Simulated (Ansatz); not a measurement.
# PbS (Fm-3m)

Theory: Ansatz 0.2.0, DFT PBE, scalar-relativistic, plane waves, PAW.

Plane waves to 420 eV, a k mesh through Γ of 8×8×6 on the computed 4-atom cell and Gaussian smearing (0.02 eV); no spin polarisation.

The structure is relaxed at this level of theory with its symmetry kept, and needn't be the ground state of this composition.

```xyz
4
Lattice="4.2077 0.0994 0.5794 -0.1076 4.2474 0.0514 -0.8186 -0.0930 5.9527" Properties=species:S:1:pos:R:3 pbc="T T T"
Pb    2.4609    3.1904    4.9376
Pb    0.8206    1.0634    1.6459
S     0.4111    1.0169    4.6223
S     2.8704    3.2368    1.9612
```

| Item | Value |
| --- | --- |
| Space group | Fm-3m (No. 225) |
| Volume per atom | 27.12 Å³ |
| Formation energy from the elements' standard states (uncorrected) | -0.550 eV/atom |
| Kohn–Sham band gap | 0.49 eV |
| Orbital (Löwdin) character of the top 1 eV of the valence band | S 3p 72 %, Pb 6s 17 %, Pb 6p 8 % |
| Orbital (Löwdin) character of the lowest 1 eV of the conduction band | Pb 6p 70 %, S 3s 15 %, S 3p 10 % |
| Bader charge by site (e) | Pb (2 in the cell) 1.00, S (2 in the cell) -1.00 |

Spin-orbit coupling is left out, which matters for the bands of heavy elements.

The cell was reached from a generator's guess, though it ends in a space group that the Crystallography Open Database lists for this formula. Kohn–Sham gaps at this level usually fall short of measured ones. Löwdin shares on free-atom orbitals overweight diffuse shells in the empty bands.
